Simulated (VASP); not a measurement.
# Lu (P6_3/mmc) in VASP: settings compared

One crystal, Lu, is run at these levels: r2SCAN, r2SCAN+rVV10; tasks: relaxation of cell and atoms.

Program: VASP 6.6.1. These are calculated values, not measurements. Logs are shortened: lines on timing, memory, paths and dates and some standing lists are left out, and cuts for length are marked.

### Step 1. The structure

The structure is hexagonal, space group P6_3/mmc (No. 194). The conventional cell has a = 3.518 Å, b = 3.518 Å, c = 5.446 Å, α = 90.00°, β = 90.00°, γ = 120.00°. Around Lu (site symmetry -6m2) lie 12 Lu at 3.40 to 3.52 Å.

### Step 2. Relaxation of cell and atoms, r2SCAN

INCAR

```
SYSTEM = Lu
PREC     = Accurate       ! precision mode
ENCUT    = 600            ! plane-wave cutoff, eV
EDIFF    = 1E-7           ! SCF threshold, eV
ISMEAR   = 0              ! smearing method
SIGMA    = 0.1            ! smearing width, eV
LREAL    = .False.        ! projectors in reciprocal space
LASPH    = .True.         ! aspherical terms in the spheres
NELM     = 100            ! most SCF steps
ALGO     = Normal         ! electronic algorithm
ISIF     = 3              ! what is computed and relaxed
LWAVE    = .False.        ! write WAVECAR
LCHARG   = .False.        ! write CHGCAR
METAGGA  = R2SCAN         ! meta-GGA
LMIXTAU  = .True.       
IBRION   = 2              ! ionic algorithm
NSW      = 90             ! ionic steps
EDIFFG   = -0.005         ! ionic threshold
```

KPOINTS

```
regular mesh
0
Gamma
  15 15 8
  0 0 0
```

POSCAR

```
Lu
1.0
    3.5180521700      0.0000000000      0.0000000000
   -1.7590260900      3.0467225500      0.0000000000
    0.0000000000      0.0000000000      5.4460843400
Lu
2
Direct
    0.3333333300      0.6666666700      0.2500000000
    0.6666666700      0.3333333300      0.7500000000
```

Potentials or basis: VASP PAW PBE potentials, release 64 (Lu).

Launch:

```console
> cat potpaw_PBE.64/Lu/POTCAR > POTCAR
> mpirun -np 1 vasp_std > vasp.out
```

OUTCAR:

```text
SYSTEM = Lu
   PREC = Accurate
   ENCUT = 600
   EDIFF = 1E-7
   ISMEAR = 0
   LREAL = .False.
   LASPH = .True.
   NELM = 100
   ISIF = 3
   METAGGA = R2SCAN
   IBRION = 2
   NSW = 90
   EDIFFG = -0.005

 ion  position               nearest neighbor table
   1  0.333  0.667  0.250-   2 3.40   2 3.40   2 3.40   2 3.40   2 3.40   2 3.40
   2  0.667  0.333  0.750-   1 3.40   1 3.40   1 3.40   1 3.40   1 3.40   1 3.40

  LATTYP: Found a hexagonal cell.
 ALAT       =     3.5180521700
 C/A-ratio  =     1.5480396756

  Lattice vectors:

 A1 = (   3.5180521700,   0.0000000000,   0.0000000000)
 A2 = (  -1.7590260900,   3.0467225500,   0.0000000000)
 A3 = (   0.0000000000,   0.0000000000,   5.4460843400)

Analysis of symmetry for initial positions (statically):
=====================================================================
 Subroutine PRICEL returns:
 Original cell was already a primitive cell.

 Routine SETGRP: Setting up the symmetry group for a
 hexagonal supercell.

 Subroutine GETGRP returns: Found 24 space group operations
 (whereof 12 operations were pure point group operations)
 out of a pool of 24 trial point group operations.

The static configuration has the point symmetry D_3d.
 The point group associated with its full space group is D_6h.

Analysis of symmetry for dynamics (positions and initial velocities):
=====================================================================
 Subroutine PRICEL returns:
 Original cell was already a primitive cell.

 Routine SETGRP: Setting up the symmetry group for a
 hexagonal supercell.

 Subroutine GETGRP returns: Found 24 space group operations
 (whereof 12 operations were pure point group operations)
 out of a pool of 24 trial point group operations.

The dynamic configuration has the point symmetry D_3d.
 The point group associated with its full space group is D_6h.

 Subroutine INISYM returns: Found 24 space group operations
 (whereof 12 operations are pure point group operations),
 and found     1 'primitive' translations

----------------------------------------------------------------------------------------

                                     Primitive cell

  volume of cell :      58.3740

  direct lattice vectors                    reciprocal lattice vectors
     3.518052170  0.000000000  0.000000000     0.284248201  0.164110776  0.000000000
[... 95 lines left out ...]
   TEBEG  =    0.0;   TEEND  =   0.0 temperature during run
   PSTRESS=    0.0 pullay stress
   NELECT =      50.0000    total number of electrons
   NUPDOWN=      -1.0000    fix difference up-down
   EMIN   =  10.00;   EMAX   =-10.00  energy-range for DOS
   EFERMI =   0.00;   METHOD = LEGACY
   ISMEAR =     0;   SIGMA  =   0.10  broadening in eV -4-tet -1-fermi 0-gaus
   EFERMI_NEDOS =   21; number of points for ismear=-14 and -15
   IALGO  =     38    algorithm
   IMIX   =      4    mixing-type and parameters
     AMIX     =   0.40;   BMIX     =  1.00
     AMIX_MAG =   1.60;   BMIX_MAG =  1.00
  volume/ion in A,a.u.               =      29.19       196.96
  Fermi-wavevector in a.u.,A,eV,Ry     =   1.554742  2.938036 32.888309  2.417223
  Thomas-Fermi vector in A             =   2.658784
   LORBIT       =      0    0 simple, 1 ext, 2 COOP (PROOUT), +10 PAW based schemes
   METAGGA = R2SCAN    functional components
   LHFCALC =     F    Hartree Fock is set to
   AEXX    =    0.0000 exact exchange contribution
   IVDW    =     0    specifies the selected vdW correction
   LEPSILON=     F    determine dielectric tensor
   LRPA    =     F    only Hartree local field effects (RPA)
 conjugate gradient relaxation of ions
 non-spin polarized calculation
 Gauss-broadening in eV      SIGMA  =   0.10
  energy-cutoff  :      600.00
  volume of cell :       58.37
 maximum number of plane-waves:      1965
   NGX = 15   NGY = 15   NGZ = 21

--------------------------------------- Ionic step        1  -------------------------------------------

 number of electron      49.9999999 magnetization

 Free energy of the ion-electron system (eV)
  ---------------------------------------------------
  ext. energy  EPLUGINS =         0.00000000
  ---------------------------------------------------
  free energy    TOTEN  =       -76.12443813 eV

  energy without entropy =      -76.10750449  energy(sigma->0) =      -76.11597131

------------------------ aborting loop because EDIFF is reached ----------------------------------------

  FORCE on cell =-STRESS in cart. coord.  units (eV):
  Direction    XX          YY          ZZ          XY          YZ          ZX
  --------------------------------------------------------------------------------------
  -------------------------------------------------------------------------------------
  Total       -0.0422794     -0.0422794      0.0971911      0.0000000      0.0000000      0.0000000
  in kB       -1.1604319     -1.1604319      2.6675809      0.0000000      0.0000000      0.0000000
  external PRESSURE =       0.1155724 kB  Pullay stress =       0.0000000 kB
[... 131 lines left out ...]
--------------------------------------- Ionic step        5  -------------------------------------------

 number of electron      50.0000004 magnetization

 Free energy of the ion-electron system (eV)
  ---------------------------------------------------
  ext. energy  EPLUGINS =         0.00000000
  ---------------------------------------------------
  free energy    TOTEN  =       -76.12470647 eV

  energy without entropy =      -76.10759949  energy(sigma->0) =      -76.11615298

 E-fermi :   2.1426     XC(G=0): -11.5857

 val. band max:        2.1424344232   @ k =   0.3333   0.2667   0.5000
 cond. band min:       2.1430285580   @ k =   0.1333   0.1333   0.2500
 fundamental gap:      0.0005941349
 Fermi energy:         2.1426368541

 k-point     1 :       0.0000    0.0000    0.0000
  band No.  band energies     occupation
      1     -55.7361      2.00000
      2     -55.6975      2.00000
      3     -26.0360      2.00000
      4     -25.5903      2.00000
      5     -25.5902      2.00000
      6     -25.5043      2.00000
[... 781 lines left out ...]
     29       4.9364      0.00000
     30       7.9425      0.00000

 [... further k-points ...]

------------------------ aborting loop because EDIFF is reached ----------------------------------------

  FORCE on cell =-STRESS in cart. coord.  units (eV):
  Direction    XX          YY          ZZ          XY          YZ          ZX
  --------------------------------------------------------------------------------------
  -------------------------------------------------------------------------------------
  Total       -0.0012280     -0.0012280     -0.0032777      0.0000000      0.0000000      0.0000000
  in kB       -0.0336894     -0.0336894     -0.0899201      0.0000000      0.0000000      0.0000000
  external PRESSURE =      -0.0524330 kB  Pullay stress =       0.0000000 kB
[... 17 lines left out ...]
  FREE ENERGIE OF THE ION-ELECTRON SYSTEM (eV)
  ---------------------------------------------------
  free  energy   TOTEN  =       -76.1247064705 eV

  energy  without entropy=      -76.1075994908  energy(sigma->0) =      -76.11615298

 reached required accuracy - stopping structural energy minimisation
```

OSZICAR:

```text
N       E                     dE             d eps       ncg     rms          rms(c)
DAV:   1     0.212169203585E+03    0.21217E+03   -0.21820E+04 11442   0.612E+03
DAV:   2    -0.454000097816E+02   -0.25757E+03   -0.24853E+03  8828   0.614E+02
DAV:   3    -0.763661443512E+02   -0.30966E+02   -0.30396E+02 11078   0.137E+02
[... 96 lines left out ...]
DAV:   8    -0.761247071044E+02    0.15495E-05   -0.79000E-07  8854   0.143E-02    0.550E-04
DAV:   9    -0.761247062814E+02    0.82294E-06   -0.19142E-07  6840   0.535E-03    0.246E-04
DAV:  10    -0.761247066500E+02   -0.36853E-06   -0.69243E-08  4670   0.257E-03    0.320E-04
DAV:  11    -0.761247063733E+02    0.27668E-06   -0.84236E-09  4548   0.130E-03    0.190E-04
DAV:  12    -0.761247064705E+02   -0.97225E-07   -0.33532E-09  4464   0.648E-04
   5 F= -.76124706E+02 E0= -.76116153E+02  d E =-.268345E-03
```

Run time: 58 min. Hardware: 1 thread of Intel Xeon Platinum 8488C (Sapphire Rapids), shared host; peak memory 0.4 GiB.

What came out:

| Property | Result |
| --- | --- |
| Free energy | -76.1247 eV |
| Relaxed volume | 29.20 Å³/atom |
| Relaxed cell | a = 3.513 Å, b = 3.513 Å, c = 5.466 Å, α = 90.00°, β = 90.00°, γ = 120.00° |
| Space group after relaxing (to 0.05 Å) | P6_3/mmc (No. 194) |
| Energy gained by relaxing | 0.1 meV/atom |
| Ionic steps | 5 |
| Pressure after relaxing | 0.0 GPa |
| Band gap on the k mesh | none (metal or under the smearing width) |

The path:
```tsv
step	energy change (eV)	largest force (eV/Å)	pressure (GPa)	volume (Å³)
1	0.0000	0.0000	0.01	58.37
2	-0.0002	0.0000	0.01	58.39
3	-0.0003	0.0000	0.03	58.40
4	-0.0003	0.0000	0.02	58.41
5	-0.0003	0.0000	-0.01	58.40
```

Final structure:
```
CELL_PARAMETERS angstrom
3.51255 0.00000 0.00000
-1.75627 3.04196 0.00000
0.00000 0.00000 5.46567
ATOMIC_POSITIONS crystal
Lu 0.33333 0.66667 0.25000
Lu 0.66667 0.33333 0.75000
```

Caveat: the PAW data sets were made with another functional, which shifts forces and pressure a little. The run has no spin-orbit coupling, so splittings on Lu are missing.

### Step 3. Relaxation of cell and atoms, r2SCAN+rVV10

INCAR, as its differences from that of step 2:

```diff
@@ -15,2 +15,6 @@
 LMIXTAU  = .True.       
+LUSE_VDW = .True.       
+IVDW_NL  = 2            
+BPARAM   = 11.95        
+CPARAM   = 0.0093       
 IBRION   = 2              ! ionic algorithm
```

KPOINTS is that of step 2.

POSCAR is that of step 2.

Potentials or basis: VASP PAW PBE potentials, release 64 (Lu).

Launch:

```console
> cat potpaw_PBE.64/Lu/POTCAR > POTCAR
> mpirun -np 1 vasp_std > vasp.out
```

OUTCAR:

```text
SYSTEM = Lu
   PREC = Accurate
   ENCUT = 600
   EDIFF = 1E-7
   ISMEAR = 0
   LREAL = .False.
   LASPH = .True.
   NELM = 100
   ISIF = 3
   METAGGA = R2SCAN
   IVDW_NL = 2
   BPARAM = 11.95
   IBRION = 2
   NSW = 90
   EDIFFG = -0.005

 ion  position               nearest neighbor table
   1  0.333  0.667  0.250-   2 3.40   2 3.40   2 3.40   2 3.40   2 3.40   2 3.40
   2  0.667  0.333  0.750-   1 3.40   1 3.40   1 3.40   1 3.40   1 3.40   1 3.40

  LATTYP: Found a hexagonal cell.
 ALAT       =     3.5180521700
 C/A-ratio  =     1.5480396756

  Lattice vectors:

 A1 = (   3.5180521700,   0.0000000000,   0.0000000000)
 A2 = (  -1.7590260900,   3.0467225500,   0.0000000000)
 A3 = (   0.0000000000,   0.0000000000,   5.4460843400)
[... 365 lines left out ...]
  ext. energy  EPLUGINS =         0.00000000
  ---------------------------------------------------
  free energy    TOTEN  =       -74.59591917 eV

  energy without entropy =      -74.57936979  energy(sigma->0) =      -74.58764448

 E-fermi :   2.1839     XC(G=0): -11.7021

 val. band max:        2.1748704535   @ k =   0.1333   0.1333   0.2500
 cond. band min:       2.1844385208   @ k =   0.3333   0.2667   0.5000
 fundamental gap:      0.0095680673
 Fermi energy:         2.1839433782

 k-point     1 :       0.0000    0.0000    0.0000
  band No.  band energies     occupation
      1     -55.6187      2.00000
      2     -55.5765      2.00000
      3     -25.9460      2.00000
      4     -25.4708      2.00000
      5     -25.4708      2.00000
      6     -25.3790      2.00000
[... 781 lines left out ...]
     29       5.0269      0.00000
     30       8.0884      0.00000

 [... further k-points ...]

------------------------ aborting loop because EDIFF is reached ----------------------------------------

  FORCE on cell =-STRESS in cart. coord.  units (eV):
  Direction    XX          YY          ZZ          XY          YZ          ZX
  --------------------------------------------------------------------------------------
  -------------------------------------------------------------------------------------
  Total       -0.0028724     -0.0028724      0.0059367      0.0000000     -0.0000000     -0.0000000
  in kB       -0.0801329     -0.0801329      0.1656226      0.0000000     -0.0000000     -0.0000000
  external PRESSURE =       0.0017856 kB  Pullay stress =       0.0000000 kB
[... 17 lines left out ...]
  FREE ENERGIE OF THE ION-ELECTRON SYSTEM (eV)
  ---------------------------------------------------
  free  energy   TOTEN  =       -74.5959191747 eV

  energy  without entropy=      -74.5793697866  energy(sigma->0) =      -74.58764448

 reached required accuracy - stopping structural energy minimisation
```

OSZICAR:

```text
N       E                     dE             d eps       ncg     rms          rms(c)
DAV:   1     0.212950615785E+03    0.21295E+03   -0.21815E+04 11442   0.611E+03
DAV:   2    -0.440005481383E+02   -0.25695E+03   -0.24795E+03  8828   0.612E+02
DAV:   3    -0.749480881375E+02   -0.30948E+02   -0.30393E+02 11178   0.137E+02
[... 115 lines left out ...]
DAV:   6    -0.745959102299E+02   -0.60780E-05   -0.36250E-06  8950   0.172E-02    0.142E-03
DAV:   7    -0.745959170856E+02   -0.68557E-05   -0.10967E-06  9820   0.117E-02    0.855E-04
DAV:   8    -0.745959187055E+02   -0.16199E-05   -0.15609E-07  5740   0.655E-03    0.391E-04
DAV:   9    -0.745959191415E+02   -0.43601E-06   -0.66551E-08  5038   0.237E-03    0.309E-04
DAV:  10    -0.745959191747E+02   -0.33282E-07   -0.12513E-08  4494   0.112E-03
   6 F= -.74595919E+02 E0= -.74587644E+02  d E =-.974229E-05
```

Wall time 78 min (1 thread of Intel Xeon Platinum 8488C (Sapphire Rapids), shared host); peak memory 0.54 GiB.

What came out:

| Property | Result |
| --- | --- |
| Free energy | -74.5959 eV |
| Relaxed volume | 28.71 Å³/atom |
| Relaxed cell | a = 3.495 Å, b = 3.495 Å, c = 5.427 Å, α = 90.00°, β = 90.00°, γ = 120.00° |
| Space group after relaxing (to 0.05 Å) | P6_3/mmc (No. 194) |
| Energy gained by relaxing | 0.9 meV/atom |
| Ionic steps | 6 |
| Pressure after relaxing | 0.0 GPa |
| Band gap on the k mesh | none (metal or under the smearing width) |

The path:
| step | energy change (eV) | largest force (eV/Å) | pressure (GPa) | volume (Å³) |
| --- | --- | --- | --- | --- |
| 1 | 0.0000 | 0.0000 | -0.81 | 58.37 |
| 2 | -0.0012 | 0.0000 | 0.24 | 57.14 |
| 3 | -0.0018 | 0.0000 | -0.21 | 57.65 |
| 4 | -0.0017 | 0.0000 | 0.01 | 57.40 |
| 5 | -0.0017 | 0.0000 | -0.01 | 57.42 |
| 6 | -0.0017 | 0.0000 | 0.00 | 57.43 |

Final structure:
```xyz
2
Lattice="3.4955 0.0000 0.0000 -1.7477 3.0272 0.0000 0.0000 0.0000 5.4275" Properties=species:S:1:pos:R:3 pbc="T T T"
Lu    0.0000    2.0181    1.3569
Lu    1.7477    1.0091    4.0706
```

Caveat: the PAW data sets were made with another functional, which shifts forces and pressure a little. Spin-orbit coupling is left out, which matters for the levels of Lu.
